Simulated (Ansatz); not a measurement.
Exchange couplings of Gd (Fm-3m)

The source of the geometry is a structure from the Materials Project; atoms and cell stay fixed.

Functional, mesh and filling: PBE, 12×12×12 k mesh, Fermi–Dirac smearing of 0.05 eV. AE-PAW is all-electron PAW in Ansatz 0.2.0 on datasets made for the crystal. Site moments are integrated in spheres about the atoms.

The input and its command:

```yaml
crystal:
  lattice:
    - [0.0, 2.5858190855, 2.5858190855]
    - [2.5858190855, 0.0, 2.5858190855]
    - [2.5858190855, 2.5858190855, 0.0]
  atoms:
    - { symbol: Gd, position: [0.0, 0.0, 0.0], spin: 7.3 }
magnetization:
  spin_polarized: true
kpoints:
  mp_grid: { grid: [12, 12, 12] }
  band_path:
    path:
      - [0.0, 0.0, 0.0]
      - [0.5, 0.0, 0.5]
      - [0.625, 0.25, 0.625]
      - [0.375, 0.375, 0.75]
      - [0.0, 0.0, 0.0]
      - [0.5, 0.5, 0.5]
      - [0.5, 0.25, 0.75]
      - [0.5, 0.0, 0.5]
    npoints: 8
scf:
  occupations: { method: fermi_dirac, width: 0.05 }
hamiltonian:
  xc: pbe
  pseudopotentials: { kind: all_electron, datasets: crystal }
output:
  eigenvalues: false
  eigenstates:
    nscf_kmesh: { grid: [12, 12, 12] }
    top_band: c22
    exchange_couplings: { magnetic: [{ species: Gd }] }
```

Command: `ansatz run input.yaml --threads 2 --pin off --max-ram 5120MiB --backend cpu --events-out ev --progress --plain --runs-dir out`

Site moments (μB): Gd 7.28. Cell moment 7.51 μB.

Couplings come from the force theorem (directions of the magnetic atoms constrained, all else relaxed) on a 12×12×12 mesh, with E = −Σ J e_i·e_j over ordered pairs of unit vectors, so positive J favours parallel moments.

| pair | count | J AE-PAW (meV) | J, frozen-core files (meV) |
| --- | --- | --- | --- |
| Gd–Gd at 3.66 Å | 12 | -2.23 | -2.28 |
| Gd–Gd at 5.17 Å | 6 | -0.32 | -0.31 |
| Gd–Gd at 6.33 Å | 24 | -0.49 | -0.48 |
| Gd–Gd at 7.31 Å | 12 | +0.14 | +0.13 |
| Gd–Gd at 8.18 Å | 24 | -0.05 | -0.04 |
| Gd–Gd at 8.96 Å | 8 | -0.18 | -0.18 |
| Gd–Gd at 9.68 Å | 48 | +0.15 | +0.15 |
| Gd–Gd at 10.34 Å | 6 | -0.34 | -0.34 |
| Gd–Gd at 10.97 Å, set 1 | 24 | -0.03 | -0.03 |
| Gd–Gd at 10.97 Å, set 2 | 12 | +0.56 | +0.56 |
| Gd–Gd at 11.56 Å | 24 | +0.09 | +0.09 |
| Gd–Gd at 12.13 Å | 24 | -0.13 | -0.13 |

Pairs at one distance with different couplings are listed as sets.

The program reports that this state isn't the lowest of its own couplings. The gain of the softest rotation is smaller than what its band sum leaves out of a whole turn, though, so more bands could change its sign.

The couplings come from one mesh, and their convergence in k wasn't tested.

Without U a semilocal functional puts the f levels too near the Fermi level, which can change moments and the order of magnetic states; site and cell moments are spin moments. Spin–orbit coupling is left out although heavy atoms are present. With open f shells a run can end in a state that isn't the lowest. The program couldn't verify every level among the many empty bands that the force theorem sums over. These are results for the start and cell typed. The real compound can order otherwise, in a larger cell, or not at all, since semilocal functionals without spin fluctuations often overstate magnetism; near a collapse of the moment, mesh and smearing move it by tens of per cent.
